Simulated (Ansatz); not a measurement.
The system is GaSb.

```
Sb Ga
1.0
     0.00000    3.05900    3.05900
     3.05900    0.00000    3.05900
     3.05900    3.05900    0.00000
Sb Ga
1 1
Cartesian
  4.5885 4.5885 4.5885
  0.0000 0.0000 0.0000
```

```yaml
Program: Ansatz 0.2.0
Task: relaxation of cell and atoms
Functional: BLYP
Potentials_or_basis: Ansatz PAW
Cutoff: "420 eV (not typed: the program's choice for these potentials)"
k_mesh: 8 × 8 × 8
Occupations: fermi-dirac, width 0.05 eV
Spin: no spin polarisation
```

At the start: volume 28.62 Å³/atom.

**Question.** How do energy, volume and symmetry change on relaxing?

**Answer.** It ends after 5 steps and the volume is 32.05 Å³/atom (+12.0 %); space group F-43m (No. 216, to 0.05 Å).

The path:
| step | energy change (eV) | largest force (eV/Å) | volume (Å³) |
| --- | --- | --- | --- |
| 1 | 0.0000 | 0.0000 | 57.25 |
| 2 | -0.0974 | 0.0000 | 65.46 |
| 3 | -0.1005 | 0.0000 | 64.38 |
| 4 | -0.1006 | 0.0000 | 64.10 |
| 5 | -0.1017 | 0.0000 | 64.10 |

Final structure:
```yaml
crystal:
  lattice:
    - [0.00000, 3.17645, 3.17645]
    - [3.17645, 0.00000, 3.17645]
    - [3.17645, 3.17645, 0.00000]
  atoms:
    - { symbol: Sb, position: [0.75000, 0.75000, 0.75000] }
    - { symbol: Ga, position: [0.00000, 0.00000, 0.00000] }
```

Caveat: the plane-wave basis is chosen anew once the cell has moved, so the energies of steps on either side of that aren't comparable; the volume moved by +12 % from the deposited cell, more than functionals usually miss; the PAW data sets come from PBE, with cores solved anew for the run's functional, which leaves a small shift of forces and pressure.
